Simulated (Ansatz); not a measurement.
# Nickel, simple cubic under m-r²SCAN: ground state and equation of state, part 1 of 2

The plan for nickel in the simple cubic structure: relax it, solve it on a dense k-mesh, then scale the cell to 7 volumes from 88 to 112 % of the relaxed one and try a fit of the equation of state. The start is ferromagnetic. The k-meshes are 14×14×14 for the relaxation; 22×22×22 for the dense run; 15×15×15 for the volumes.

This is Ni in the simple cubic structure; at room conditions it is fcc.

Computed with Ansatz 0.2.0 (DFT m-r2SCAN, plane waves (500 eV) with PAW, scalar-relativistic; PAW files made under PBE, frozen cores solved again for the functional; m-r²SCAN is r²SCAN on the gauge-invariant kinetic-energy density, unless a step says otherwise).

## 1. The system as given

Symmetry: Pm-3m, No. 221, cubic system. Conventional cell: a = 2.278 Å, b = 2.278 Å, c = 2.278 Å, α = 90.00°, β = 90.00°, γ = 90.00°. Ni (site symmetry m-3m) has 6 Ni at 2.28 Å as nearest neighbours.

Coordinates:

```
CELL_PARAMETERS angstrom
2.27759 0.00000 0.00000
0.00000 2.27759 0.00000
0.00000 0.00000 2.27759
ATOMIC_POSITIONS crystal
Ni 0.00000 0.00000 0.00000
```

The atoms start with moments of +0.8 μB.

## 2. Relaxing cell and atoms

Contents of input.yaml:

```yaml
crystal:
  lattice:
    - [2.2775907947, 0.0, 0.0]
    - [0.0, 2.2775907947, 0.0]
    - [0.0, 0.0, 2.2775907947]
  atoms:
    - { symbol: Ni, position: [0.0, 0.0, 0.0], spin: 0.8 }
hamiltonian:
  xc: mr2scan
  pseudopotentials:
    kind: paw
    azcp:
      Ni: "pseudopotentials/Ni.paw.azcp"
basis:
  ecutwfc: 500
  fft_grid_basis: typed
kpoints:
  mp_grid: { grid: [14, 14, 14], shift: [0, 0, 0] }
magnetization:
  spin_polarized: true
scf:
  occupations: { method: fermi_dirac, width: 0.05 }
relax:
  max_steps: 60
  f_tol: 0.01
  cell: {}
```

Log:

```text
Warning: RAYON_NUM_THREADS=2 ignored (pool sized by the plan → 2); use --threads N
Engine: ansatz 0.2.0, aarch64-unknown-linux-gnu
Pseudopotentials: kind: paw
Pseudopotential: Ni, paw, valence charge 18, recommended cutoff 500 eV (meta_gga), <dir>
Functional definition: m-r2SCAN
  exchange = m_r2scan_x
  correlation = m_r2scan_c
Crystal: 1 atoms, lattice volume = 11.815 Å³
Basis set: ecut = 500 eV, 305 PW (Γ), exchange–correlation on 72×72×72 points (64 copies of the dense FFT grid, shifted against one another)
Bands: 14, of which v1, the nominal top of the filled ones, is band 9 counted from 1 (8 counted from 0)
Symmetry: 48 space group operations
Space group: Pm-3m (ITA 221), of the structure as read, at distance tolerance 2.3e-5 Å
Magnetic group: BNS 221.92 (UNI 1594), of the structure as read, at distance tolerance 2.3e-5 Å
k-points: 120 of 2744
Non-local potential: Ni, projectors of the file, l = 0: 3, l = 1: 2, l = 2: 3, l = 3: 1
PAW form: soft (Blöchl's): semilocal exchange-correlation on the pseudo side does not see the compensation charge
PAW frozen core: Ni, regenerated for the run's functional (the file was generated under x = pbe(κ = 0.804, μ = 0.2195149727645171), c = pbe(β = 0.06672455060314922))
PAW one-centre angular grid: Ni, 590 points (default); XC on 160 Gauss nodes
Initial density: superposition of atomic densities (chi_scale 0.1, normalization cell)
Starting moments: Σ|m| = 0.8 μB on 1 of 1 site
Initial wavefunctions: pseudopotential atomic-orbital guess
Functional: x = mr2scan, c = mr2scan; τ floored in thin density (d = 2e-4 eV/Å³)
iter 1 solved again at ethr=4.47e-4 eV; its pass at ethr=3.10e-3 eV (dr2=8.04e-2 eV) is discarded
SCF iter   1: F=—  HF=-5843.244528 eV  |F-HF|=—  |Δ(HF+E_count)|=         —  Δρ=1.79e-2 (↑1.79e-2 ↓1.59e-2)  dr2=1.08e-2  dr2_τ=4.39e-3  dr2_m=2.15e-2  M=0.787 μB ∫|m|=0.795 μB  β_m=1.00  ethr=4.47e-4  ⟨swp⟩=4.5  Hψ=26468  notcnv=0
Mixer restart at iter 1: flushing history
eigensolver tolerance schedule: the retry pair's looser diagonalisation over-reported the residual by 6.42 of it (diagonalisation noise at an unbounded share of the residual, at the tolerance the schedule requests for it); recorded, not acted on — ethr = c·dr2/N_el stays at c = 1.0e-1
preconditioner: auto → none  [metal: Δε(μ)=0.002 eV  Ē_g=16.485 eV  σ=0.050 eV  W_gap=0.01  n_scr=6 (ndim 8)  ℏωp=34.2 eV  f_vac=0.000  D(μ)=2.12/eV (n_scr^D=32)  sad-step TF]
SCF iter   2: F=—  HF=-5843.418092 eV  |F-HF|=—  |Δ(HF+E_count)|=         —  Δρ=2.04e-2 (↑9.13e-3 ↓2.04e-2)  dr2=1.79e-2  dr2_τ=3.55e-4  dr2_m=1.63e-2  M=0.688 μB ∫|m|=0.713 μB  β_m=1.00  ethr=6.02e-5  ⟨swp⟩=4.4  Hψ=10511  notcnv=0  defer=27
Mixer restart at iter 2: flushing history
SCF iter   3: F=—  HF=-5843.804881 eV  |F-HF|=—  |Δ(HF+E_count)|=   3.87e-1  Δρ=1.83e-2 (↑8.41e-3 ↓1.83e-2)  dr2=4.45e-2  dr2_τ=1.85e-4  dr2_m=3.36e-3  M=0.650 μB ∫|m|=0.675 μB  β_m=1.00  ethr=6.02e-5  ⟨swp⟩=2.6  Hψ=8055  notcnv=0  defer=98  κ⁻¹=1.0e0(r=1)
SCF iter   4: F=—  HF=-5843.804832 eV  |F-HF|=—  |Δ(HF+E_count)|=   4.88e-5  Δρ=1.83e-2 (↑8.41e-3 ↓1.83e-2)  dr2=4.46e-2  dr2_τ=1.81e-4  dr2_m=3.36e-3  M=0.650 μB ∫|m|=0.675 μB  β_m=1.00  ethr=6.02e-5  ⟨swp⟩=1.0  Hψ=3600  notcnv=0  defer=98  κ⁻¹=8.1e-7(r=2)
SCF iter   5: F=—  HF=-5843.918360 eV  |F-HF|=—  |Δ(HF+E_count)|=   1.14e-1  Δρ=1.96e-2 (↑9.73e-3 ↓1.96e-2)  dr2=5.53e-2  dr2_τ=3.26e-4  dr2_m=3.22e-3  M=0.628 μB ∫|m|=0.653 μB  β_m=1.00  ethr=6.02e-5  ⟨swp⟩=2.0  Hψ=4366  notcnv=0  defer=98  κ⁻¹=7.1e-1(r=2)
SCF iter   6: F=—  HF=-5844.424407 eV  |F-HF|=—  |Δ(HF+E_count)|=   5.06e-1  Δρ=4.00e-2 (↑2.27e-2 ↓4.00e-2)  dr2=2.47e-1  dr2_τ=9.99e-3  dr2_m=1.90e-2  M=0.452 μB ∫|m|=0.492 μB  β_m=1.00  ethr=6.02e-5  ⟨swp⟩=2.8  Hψ=7017  notcnv=0  defer=98
Mixer restart at iter 6: flushing history
SCF iter   7: F=—  HF=-5844.428870 eV  |F-HF|=—  |Δ(HF+E_count)|=   4.46e-3  Δρ=6.02e-3 (↑5.19e-3 ↓6.02e-3)  dr2=4.62e-3  dr2_τ=4.94e-4  dr2_m=1.23e-4  M=0.466 μB ∫|m|=0.496 μB  β_m=1.00  ethr=6.02e-5  ⟨swp⟩=2.9  Hψ=7734  notcnv=0  defer=101  κ⁻¹=1.0e0(r=1)
SCF iter   8: F=—  HF=-5844.442389 eV  |F-HF|=—  |Δ(HF+E_count)|=   1.35e-2  Δρ=8.92e-3 (↑4.40e-3 ↓8.92e-3)  dr2=1.35e-2  dr2_τ=1.63e-5  dr2_m=6.15e-4  M=0.454 μB ∫|m|=0.480 μB  β_m=1.00  ethr=2.57e-5  ⟨swp⟩=2.1  Hψ=8002  notcnv=0  defer=115  κ⁻¹=5.4e-3(r=2)
SCF iter   9: F=—  HF=-5844.450001 eV  |F-HF|=—  |Δ(HF+E_count)|=   7.61e-3  Δρ=6.96e-3 (↑3.36e-3 ↓6.96e-3)  dr2=8.03e-3  dr2_τ=1.05e-5  dr2_m=4.01e-4  M=0.450 μB ∫|m|=0.476 μB  β_m=1.00  ethr=2.57e-5  ⟨swp⟩=1.0  Hψ=3678  notcnv=0  defer=115  κ⁻¹=1.1e-4(r=3)
SCF iter  10: F=—  HF=-5844.468157 eV  |F-HF|=—  |Δ(HF+E_count)|=   1.82e-2  Δρ=1.23e-3 (↑5.25e-4 ↓1.23e-3)  dr2=5.34e-5  dr2_τ=9.56e-7  dr2_m=5.35e-5  M=0.440 μB ∫|m|=0.461 μB  β_m=1.00  ethr=2.57e-5  ⟨swp⟩=2.0  Hψ=6608  notcnv=0  defer=115  κ⁻¹=1.5e-5(r=4)
SCF iter  11: F=—  HF=-5844.468457 eV  |F-HF|=—  |Δ(HF+E_count)|=   3.00e-4  Δρ=7.42e-4 (↑3.64e-4 ↓7.42e-4)  dr2=2.79e-5  dr2_τ=4.55e-7  dr2_m=1.14e-5  M=0.439 μB ∫|m|=0.460 μB  β_m=1.00  ethr=2.96e-7  ⟨swp⟩=1.5  Hψ=4472  notcnv=0  defer=115  κ⁻¹=2.4e-6(r=5)
SCF iter  12: F=—  HF=-5844.468730 eV  |F-HF|=—  |Δ(HF+E_count)|=   2.73e-4  Δρ=5.55e-4 (↑5.55e-4 ↓1.75e-4)  dr2=1.60e-5  dr2_τ=1.23e-7  dr2_m=1.02e-5  M=0.436 μB ∫|m|=0.458 μB  β_m=1.00  ethr=1.55e-7  ⟨swp⟩=2.0  Hψ=5389  notcnv=0  defer=115  κ⁻¹=2.2e-7(r=6)
SCF iter  13: F=—  HF=-5844.468730 eV  |F-HF|=—  |Δ(HF+E_count)|=   2.76e-7  Δρ=3.93e-4 (↑3.93e-4 ↓3.52e-4)  dr2=4.37e-7  dr2_τ=1.12e-7  dr2_m=1.42e-5  M=0.435 μB ∫|m|=0.457 μB  β_m=1.00  ethr=8.89e-8  ⟨swp⟩=1.0  Hψ=3360  notcnv=0  defer=115  κ⁻¹=1.1e-7(r=7)
SCF iter  14: F=—  HF=-5844.468754 eV  |F-HF|=—  |Δ(HF+E_count)|=   2.38e-5  Δρ=2.20e-4 (↑3.89e-5 ↓2.20e-4)  dr2=3.04e-6  dr2_τ=1.47e-8  dr2_m=1.48e-6  M=0.433 μB ∫|m|=0.455 μB  β_m=1.00  ethr=2.43e-9  ⟨swp⟩=2.2  Hψ=5730  notcnv=0  defer=115  κ⁻¹=1.1e-8(r=8)
SCF iter  15: F=—  HF=-5844.468756 eV  |F-HF|=—  |Δ(HF+E_count)|=   2.37e-6  Δρ=8.98e-5 (↑1.63e-5 ↓8.98e-5)  dr2=5.16e-7  dr2_τ=1.82e-9  dr2_m=2.43e-7  M=0.433 μB ∫|m|=0.455 μB  β_m=1.00  ethr=2.43e-9  ⟨swp⟩=2.0  Hψ=5474  notcnv=0  defer=115  κ⁻¹=4.1e-8(r=8)
SCF iter  16: F=—  HF=-5844.468757 eV  |F-HF|=—  |Δ(HF+E_count)|=   9.96e-7  Δρ=7.39e-5 (↑1.27e-5 ↓7.39e-5)  dr2=4.36e-7  dr2_τ=1.04e-9  dr2_m=1.30e-7  M=0.433 μB ∫|m|=0.455 μB  β_m=1.00  ethr=2.43e-9  ⟨swp⟩=2.4  Hψ=4598  notcnv=0  defer=115  κ⁻¹=1.1e-7(r=8)
SCF iter  17: F=—  HF=-5844.468757 eV  |F-HF|=—  |Δ(HF+E_count)|=   1.02e-7  Δρ=2.68e-5 (↑5.68e-6 ↓2.68e-5)  dr2=6.41e-8  dr2_τ=1.62e-10  dr2_m=1.56e-8  M=0.433 μB ∫|m|=0.455 μB  β_m=1.00  ethr=2.42e-9  ⟨swp⟩=1.4  Hψ=3732  notcnv=0  defer=115  κ⁻¹=1.1e-8(r=8)
SCF iter  18: F=—  HF=-5844.468757 eV  |F-HF|=—  |Δ(HF+E_count)|=   1.61e-8  Δρ=8.94e-6 (↑3.30e-6 ↓8.94e-6)  dr2=3.63e-9  dr2_τ=3.92e-11  dr2_m=3.74e-9  M=0.433 μB ∫|m|=0.455 μB  β_m=1.00  ethr=3.56e-10  ⟨swp⟩=1.5  Hψ=3656  notcnv=0  defer=115  κ⁻¹=1.7e-7(r=8)
SCF iter  19: F=-5844.468757 eV  HF=-5844.468757 eV  |F-HF|=1.30e-9  |Δ(HF+E_count)|=   1.12e-8  Δρ=2.35e-6 (↑2.04e-6 ↓2.35e-6)  dr2=3.36e-11  dr2_τ=3.83e-12  dr2_m=4.95e-10  M=0.433 μB ∫|m|=0.455 μB  ethr=2.02e-11  ⟨swp⟩=2.0  Hψ=11047  notcnv=0
at 1 of the mixer's solves, the last at iteration 5, it left a direction of its history that read negative out of its fit and stepped the other way along it
SCF 1 converged in 19 iterations: F = -5844.468757 eV  dr2 = 3.36e-11
relax step   1: F+E_penalty+E_count = -5844.46875749 eV  Δ(F+E_penalty+E_count) = +0.000e0 eV  max|allowed force component| = 0.000e0 eV/Å  Δτ_max = 0.0000 Å  P = +3.485 GPa  Ω = 11.815 Å³  (19 SCF iters, dr2 threshold 1.00e-7 eV, accepted)
[... 24 lines left out ...]
relax step   2: F+E_penalty+E_count = -5844.47044568 eV  Δ(F+E_penalty+E_count) = -1.688e-3 eV  max|allowed force component| = 0.000e0 eV/Å  Δτ_max = 0.0000 Å  P = +1.784 GPa  Ω = 11.928 Å³  energy of the carried Pulay correction = -1.701e-4 eV  (15 SCF iters, dr2 threshold 1.00e-7 eV, accepted)
[... 22 lines left out ...]
relax step   3: F+E_penalty+E_count = -5844.47095645 eV  Δ(F+E_penalty+E_count) = -5.108e-4 eV  max|allowed force component| = 0.000e0 eV/Å  Δτ_max = 0.0000 Å  P = +0.059 GPa  Ω = 12.050 Å³  energy of the carried Pulay correction = -3.504e-4 eV  (16 SCF iters, dr2 threshold 1.00e-7 eV, accepted)
[... 13 lines left out ...]
relax step   4: F+E_penalty+E_count = -5844.47095107 eV  Δ(F+E_penalty+E_count) = +5.378e-6 eV  max|allowed force component| = 0.000e0 eV/Å  Δτ_max = 0.0000 Å  P = +0.002 GPa  Ω = 12.054 Å³  energy of the carried Pulay correction = -3.566e-4 eV  (7 SCF iters, dr2 threshold 8.70e-9 eV, accepted)
[... 17 lines left out ...]
relax step   5: F+E_penalty+E_count = -5844.47133039 eV  Δ(F+E_penalty+E_count) = -3.793e-4 eV  max|allowed force component| = 0.000e0 eV/Å  Δτ_max = 0.0000 Å  P = +0.027 GPa  Ω = 12.054 Å³  stress off target by 2.71e-2 GPa  SCF on the basis re-selected at this cell (its energy is not comparable with the rows above)  (13 SCF iters)
basis re-selected at this cell: Δ(F+E_penalty+E_count) = -3.793e-4 eV, ΔP = +0.025 GPa vs the last step (what re-selecting the basis moved, of the pressure what is left beyond the Pulay correction that the steps carried, after the strain that the cell walked since its last selection, with what the two solves' SCF thresholds leave and, on support functions, any second-order correction that the steps lacked; it is no measure of the basis error at this ecutwfc). This SCF's stress stands 2.71e-2 GPa from its target on what of the cell is left free (relax.cell.stress_tol is 5.00e-2 GPa) and its largest allowed force component is 0.00e0 eV/Å (relax.f_tol is 1.00e-2 eV/Å): within both
SCF converged after 13 iterations
Stability not checked: this state was not tested for a lower state beside it, because the mixer in use, unlike msr1, does not test its closes by its own steps (another_mixer; see scf.mixing.algorithm and scf.lower_state_search)
Magnetization: 0.4397 μB (9.2199 up, 8.7801 down)
Absolute magnetization: 0.4634 μB (∫|ρ↑−ρ↓|, with the PAW one-centre terms)
Spin contamination: 0.0017 ħ² per cell (⟨S²⟩ above its minimum at these occupations)
Per-site moments (μB) at R_I (Å): [(0.44871271638360677, 0.9457958340462262)]
Free energy (F): -5844.471330 eV
Harris-Foulkes:  -5844.471330 eV  (|F-HF|=1.82e-12)
Internal energy: -5844.457027 eV  (E = F + TS)
E sigma→0 (E₀):  -5844.464179 eV
Entropy (-TS):   -0.014303 eV (-14.303 meV/atom)
Fermi energy:    15.714454 eV
--- Per-component energies (eV) ---
  E_band       = -344.787254
  E_kinetic    = 283.365506
  E_local      = -3721.129373  (includes V_loc(G=0)·N_el)
  E_nonlocal   = 644.642640
  E_hartree    = 1561.377134
  E_xc         = -77.851255
  E_vxc        = -115.514514  (∫ρ·V_xc dr)
  E_paw        = -1647.884500  (= ΣΔE_a)
  E_vpaw       = -567.477805  (= ΣTr[D̂ρ^β])
  E_aug_tail   = 0.000228  (compensation charges beyond the density's cutoff)
  E_vtau       = 8.571705  (kinetic-family band-sum trace: ∫τ·v_τ [+ j·A + Jᵃ·Aᵃ] dr)
  E_ewald      = -2886.677338
  E_core_change = -0.300069  (= ΣΔE_core)
  E_smearing   = -0.014303  (= −TS)
  E_closure    = 0.000000  (closes the sum)
  Σ components = -5844.471330   (vs F -5844.471330, Δ=0.00e0)
--- Forces (eV/Å), atoms counted from 1 ---
  atom   1  Ni    -0.00000000    -0.00000000     0.00000000
  max |Σ_I F_I| component: 4.11e-32 eV/Å
--- Stress (GPa, compression-positive) ---
        0.027135      -0.000000      -0.000000
       -0.000000       0.027135      -0.000000
       -0.000000      -0.000000       0.027135
  P = ⅓ Tr σ = 0.0271 GPa (0.271 kbar)
--- Relaxed structure (4 steps of the walk, 4 accepted, 1 SCFs on fresh bases) ---
  F+E_penalty+E_count = -5844.47133039 eV   max|allowed force component| = 0.000e0 eV/Å   (the final SCF, on the basis selected at the relaxed cell)
  cell:  # Å, volume = 12.0537 Å³
    - [2.292838385566609, -9.471663281185664e-34, -1.6049416203226964e-34]
    - [-6.903756688669349e-34, 2.292838385566609, 0.0]
    - [-1.6049416203226964e-34, 0.0, 2.292838385566609]
  atoms:
    - { symbol: Ni, position: [0.0, 0.0, 0.0] }
```

Wall time 22 s (2 threads of an Arm CPU, shared host); peak memory 0.32 GiB.

The steps of the relaxation:

| step | energy change (meV/atom) | largest force (eV/Å) | pressure (GPa) | volume (Å³/atom) |
| --- | --- | --- | --- | --- |
| 1 | 0.00 | 0.0000 | 3.48 | 11.815 |
| 2 | -1.69 | 0.0000 | 1.78 | 11.928 |
| 3 | -2.20 | 0.0000 | 0.06 | 12.050 |
| 4 | -2.19 | 0.0000 | 0.00 | 12.054 |
| 5 | -2.57 | 0.0000 | 0.03 | 12.054 |

Steps that repeat a cell are solved on a basis chosen anew, so their changes of energy are no gain of the relaxation.

The cell of the run, before and after:

|  | before | after | change |
| --- | --- | --- | --- |
| a (Å) | 2.278 | 2.293 | +0.7 % |
| b (Å) | 2.278 | 2.293 | +0.7 % |
| c (Å) | 2.278 | 2.293 | +0.7 % |
| volume (Å³/atom) | 11.815 | 12.054 | +2.0 % |
| shortest distance (Å) | 2.278 | 2.293 | +0.7 % |
| space group (spins left aside) | Pm-3m | Pm-3m | same |

## 3. Dense single point

Contents of input.yaml:

```yaml
crystal:
  lattice:
    - [2.2928383856, 0.0, 0.0]
    - [0.0, 2.2928383856, 0.0]
    - [0.0, 0.0, 2.2928383856]
  atoms:
    - { symbol: Ni, position: [0.0, 0.0, 0.0], spin: 0.449 }
hamiltonian:
  xc: mr2scan
  pseudopotentials:
    kind: paw
    azcp:
      Ni: "pseudopotentials/Ni.paw.azcp"
basis:
  ecutwfc: 500
  fft_grid_basis: typed
kpoints:
  mp_grid: { grid: [22, 22, 22], shift: [0, 0, 0] }
magnetization:
  spin_polarized: true
scf:
  occupations: { method: fermi_dirac, width: 0.05 }
```

Log, cut to the lines that bear on the results:

```text
Warning: RAYON_NUM_THREADS=2 ignored (pool sized by the plan → 2); use --threads N
[...]
Pseudopotentials: kind: paw
Pseudopotential: Ni, paw, valence charge 18, recommended cutoff 500 eV (meta_gga), <dir>
Functional definition: m-r2SCAN
[...]
Crystal: 1 atoms, lattice volume = 12.054 Å³
Basis set: ecut = 500 eV, 305 PW (Γ), exchange–correlation on 72×72×72 points (64 copies of the dense FFT grid, shifted against one another)
Bands: 14, of which v1, the nominal top of the filled ones, is band 9 counted from 1 (8 counted from 0)
Symmetry: 48 space group operations
Space group: Pm-3m (ITA 221), of the structure as read, at distance tolerance 2.3e-5 Å
Magnetic group: BNS 221.92 (UNI 1594), of the structure as read, at distance tolerance 2.3e-5 Å
k-points: 364 of 10648
[...]
Starting moments: Σ|m| = 0.449 μB on 1 of 1 site
[...]
SCF iter   1: F=—  HF=-5843.242096 eV  |F-HF|=—  |Δ(HF+E_count)|=         —  Δρ=2.78e-2 (↑2.78e-2 ↓1.97e-2)  dr2=8.24e-3  dr2_τ=4.30e-3  dr2_m=4.97e-2  M=0.528 μB ∫|m|=0.532 μB  β_m=1.00  ethr=3.01e-4  ⟨swp⟩=4.7  Hψ=82351  notcnv=0
[...]
SCF iter  16: F=-5844.471341 eV  HF=-5844.471341 eV  |F-HF|=3.56e-9  |Δ(HF+E_count)|=   1.05e-8  Δρ=5.19e-6 (↑3.11e-6 ↓5.19e-6)  dr2=5.30e-9  dr2_τ=5.82e-12  dr2_m=1.56e-10  M=0.397 μB ∫|m|=0.416 μB  ethr=1.00e-12  ⟨swp⟩=1.8  Hψ=33017  notcnv=0
[...]
this state was not tested for a lower state beside it, because the mixer in use, unlike msr1, does not test its closes by its own steps (another_mixer; see scf.mixing.algorithm and scf.lower_state_search)
SCF converged after 16 iterations
Magnetization: 0.3968 μB (9.1984 up, 8.8016 down)
Absolute magnetization: 0.4156 μB (∫|ρ↑−ρ↓|, with the PAW one-centre terms)
Spin contamination: 0.0014 ħ² per cell (⟨S²⟩ above its minimum at these occupations)
Per-site moments (μB) at R_I (Å): [(0.4033813683919393, 0.94579583406)]
Free energy (F): -5844.471341 eV
[...]
E sigma→0 (E₀):  -5844.463988 eV
Entropy (-TS):   -0.014706 eV (-14.706 meV/atom)
Fermi energy:    15.708064 eV
[...]
```

Run time: 17 s. Hardware: 2 threads of an Arm CPU, shared host; peak memory 0.4 GiB.

## 4. Equation of state: 88 %

Contents of input.yaml:

```yaml
crystal:
  lattice:
    - [2.1971902739, 0.0, 0.0]
    - [0.0, 2.1971902739, 0.0]
    - [0.0, 0.0, 2.1971902739]
  atoms:
    - { symbol: Ni, position: [0.0, 0.0, 0.0], spin: 0.403 }
hamiltonian:
  xc: mr2scan
  pseudopotentials:
    kind: paw
    azcp:
      Ni: "pseudopotentials/Ni.paw.azcp"
basis:
  ecutwfc: 500
  fft_grid_basis: typed
kpoints:
  mp_grid: { grid: [15, 15, 15], shift: [0, 0, 0] }
magnetization:
  spin_polarized: true
scf:
  occupations: { method: fermi_dirac, width: 0.05 }
  lower_state_search: "off"
output:
  stress: true
```

Log, cut to the lines that bear on the results:

```text
Warning: RAYON_NUM_THREADS=2 ignored (pool sized by the plan → 2); use --threads N
[...]
Pseudopotentials: kind: paw
Pseudopotential: Ni, paw, valence charge 18, recommended cutoff 500 eV (meta_gga), <dir>
Functional definition: m-r2SCAN
[...]
Crystal: 1 atoms, lattice volume = 10.607 Å³
Basis set: ecut = 500 eV, 257 PW (Γ), exchange–correlation on 72×72×72 points (64 copies of the dense FFT grid, shifted against one another)
Bands: 14, of which v1, the nominal top of the filled ones, is band 9 counted from 1 (8 counted from 0)
Symmetry: 48 space group operations
Space group: Pm-3m (ITA 221), of the structure as read, at distance tolerance 2.2e-5 Å
Magnetic group: BNS 221.92 (UNI 1594), of the structure as read, at distance tolerance 2.2e-5 Å
k-points: 120 of 3375
[...]
Starting moments: Σ|m| = 0.403 μB on 1 of 1 site
[...]
this state was not tested for a lower state beside it, because the mixer in use, unlike msr1, does not test its closes by its own steps (another_mixer; see scf.mixing.algorithm and scf.lower_state_search)
SCF converged after 17 iterations
Magnetization: 0.3259 μB (9.1629 up, 8.8371 down)
Absolute magnetization: 0.3383 μB (∫|ρ↑−ρ↓|, with the PAW one-centre terms)
Spin contamination: 0.0009 ħ² per cell (⟨S²⟩ above its minimum at these occupations)
Per-site moments (μB) at R_I (Å): [(0.3285105961220088, 0.90634098798375)]
Free energy (F): -5844.360080 eV
[...]
E sigma→0 (E₀):  -5844.353711 eV
Entropy (-TS):   -0.012739 eV (-12.739 meV/atom)
Fermi energy:    18.525506 eV
[...]
--- Stress (GPa, compression-positive) ---
       28.319704       0.000000       0.000000
        0.000000      28.319704       0.000000
        0.000000       0.000000      28.319704
  P = ⅓ Tr σ = 28.3197 GPa (283.197 kbar)
```

Run time: 6 s. Hardware: 2 threads of an Arm CPU, shared host; peak memory 0.29 GiB.

## 5. Equation of state: 92 %

Changes to input.yaml since step 4:

```diff
@@ -2,5 +2,5 @@
   lattice:
-    - [2.1971902739, 0.0, 0.0]
-    - [0.0, 2.1971902739, 0.0]
-    - [0.0, 0.0, 2.1971902739]
+    - [2.2299889941, 0.0, 0.0]
+    - [0.0, 2.2299889941, 0.0]
+    - [0.0, 0.0, 2.2299889941]
   atoms:
```

Log, cut to the lines that bear on the results:

```text
Warning: RAYON_NUM_THREADS=2 ignored (pool sized by the plan → 2); use --threads N
[...]
Pseudopotentials: kind: paw
Pseudopotential: Ni, paw, valence charge 18, recommended cutoff 500 eV (meta_gga), <dir>
Functional definition: m-r2SCAN
[...]
Crystal: 1 atoms, lattice volume = 11.089 Å³
Basis set: ecut = 500 eV, 257 PW (Γ), exchange–correlation on 72×72×72 points (64 copies of the dense FFT grid, shifted against one another)
Bands: 14, of which v1, the nominal top of the filled ones, is band 9 counted from 1 (8 counted from 0)
Symmetry: 48 space group operations
Space group: Pm-3m (ITA 221), of the structure as read, at distance tolerance 2.2e-5 Å
Magnetic group: BNS 221.92 (UNI 1594), of the structure as read, at distance tolerance 2.2e-5 Å
k-points: 120 of 3375
[...]
Starting moments: Σ|m| = 0.403 μB on 1 of 1 site
[...]
this state was not tested for a lower state beside it, because the mixer in use, unlike msr1, does not test its closes by its own steps (another_mixer; see scf.mixing.algorithm and scf.lower_state_search)
SCF converged after 15 iterations
Magnetization: 0.3400 μB (9.1700 up, 8.8300 down)
Absolute magnetization: 0.3534 μB (∫|ρ↑−ρ↓|, with the PAW one-centre terms)
Spin contamination: 0.0011 ħ² per cell (⟨S²⟩ above its minimum at these occupations)
Per-site moments (μB) at R_I (Å): [(0.3433191686919127, 0.9198704600662502)]
Free energy (F): -5844.426851 eV
[...]
E sigma→0 (E₀):  -5844.420265 eV
Entropy (-TS):   -0.013172 eV (-13.172 meV/atom)
Fermi energy:    17.498744 eV
[...]
--- Stress (GPa, compression-positive) ---
       16.513969       0.000000       0.000000
        0.000000      16.513969       0.000000
        0.000000       0.000000      16.513969
  P = ⅓ Tr σ = 16.5140 GPa (165.140 kbar)
```

It took 4.8 s on 2 threads of an Arm CPU, shared host; peak memory 0.3 GiB.

(Continued in part 2 of 2.)
